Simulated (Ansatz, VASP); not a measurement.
# Ni3Ge in VASP and in Ansatz

Contents of POSCAR:

```
Ni3Ge
1.0
    3.5303341067      0.0000000000      0.0000000000
    0.0000000000      3.5303341067      0.0000000000
    0.0000000000      0.0000000000      3.5303341067
Ni Ge
3 1
Direct
    0.5000000000      0.0000000000      0.5000000000
    0.0000000000      0.5000000000      0.5000000000
    0.5000000000      0.5000000000      0.0000000000
    0.0000000000      0.0000000000      0.0000000000
```

File INCAR.step1:

```
PREC     = Accurate       # precision mode
ENCUT    = 520            # plane-wave cutoff, eV
ISMEAR   = 0              # smearing method
SIGMA    = 0.1            # smearing width, eV
LREAL    = F              # projectors in reciprocal space
LASPH    = T              # aspherical terms in the spheres
NELM     = 80             # most SCF steps
NBANDS   = 30             # bands
GGA      = PE             # functional
ALGO     = Normal         # electronic algorithm
EDIFF    = 1E-4           # SCF threshold, eV
LWAVE    = T              # write WAVECAR
LCHARG   = F              # write CHGCAR
```

File INCAR.step2:

```
PREC     = Accurate       # precision mode
ENCUT    = 520            # plane-wave cutoff, eV
EDIFF    = 1E-6           # SCF threshold, eV
ISMEAR   = 0              # smearing method
SIGMA    = 0.1            # smearing width, eV
LREAL    = F              # projectors in reciprocal space
LASPH    = T              # aspherical terms in the spheres
NELM     = 80             # most SCF steps
ALGO     = Normal         # electronic algorithm
ISIF     = 2              # what is computed and relaxed
LWAVE    = F              # write WAVECAR
LCHARG   = F              # write CHGCAR
METAGGA  = R2SCAN         # meta-GGA
LMIXTAU  = T            
NBANDS   = 30             # bands
ISTART   = 1
```

The input KPOINTS:

```
Automatic mesh
0
Gamma
  1 1 1
```

Input for Ansatz:

```yaml
crystal:
  lattice:
    - [3.5303341067, 0.0, 0.0]
    - [0.0, 3.5303341067, 0.0]
    - [0.0, 0.0, 3.5303341067]
  atoms:
    - { symbol: Ni, position: [0.5, 0.0, 0.5] }
    - { symbol: Ni, position: [0.0, 0.5, 0.5] }
    - { symbol: Ni, position: [0.5, 0.5, 0.0] }
    - { symbol: Ge, position: [0.0, 0.0, 0.0] }
basis:
  ecutwfc: 500
kpoints:
  mp_grid: { grid: [1, 1, 1] }
hamiltonian:
  xc: r2scan
scf:
  occupations: { method: gaussian, width: 0.1 }
output:
  forces: true
  stress: true
  eigenvalues: true
```

Alike in both runs: task single point; functional r2SCAN; k mesh 1 × 1 × 1; occupations gaussian, width 0.1 eV; no spin polarisation.

|  | VASP | Ansatz |
| --- | --- | --- |
| version | VASP 6.6.1 | Ansatz 0.2.0 |
| potentials or method | VASP PAW PBE potentials, release 64 (Ni, Ge_d) | scalar-relativistic, plane waves, PAW |
| plane-wave cutoff (eV) | 520 | 500 |
| valence electrons in the cell | 44 | 68 |

VASP gave:

```
pressure (GPa) : 26.0
```

Q: What did Ansatz give for the same quantities?

A: Pressure (GPa): 25.3.

With one functional, cell and mesh, what is left measures potentials, basis and numerics. The two sets of potentials don't hold the same shells in valence.

Caveats: the k mesh is coarse (spacing up to 1.78 Å⁻¹), so the values aren't converged; so large a pressure means that the cell lies far from this level's equilibrium, or that cutoff or potentials fall short (VASP); the potentials were made for another functional, which shifts forces and pressure (VASP); an odd mesh through Γ misses points on the zone boundary, where band edges often lie. r2SCAN opens gaps a little over a GGA but as a rule still falls short of measured ones.
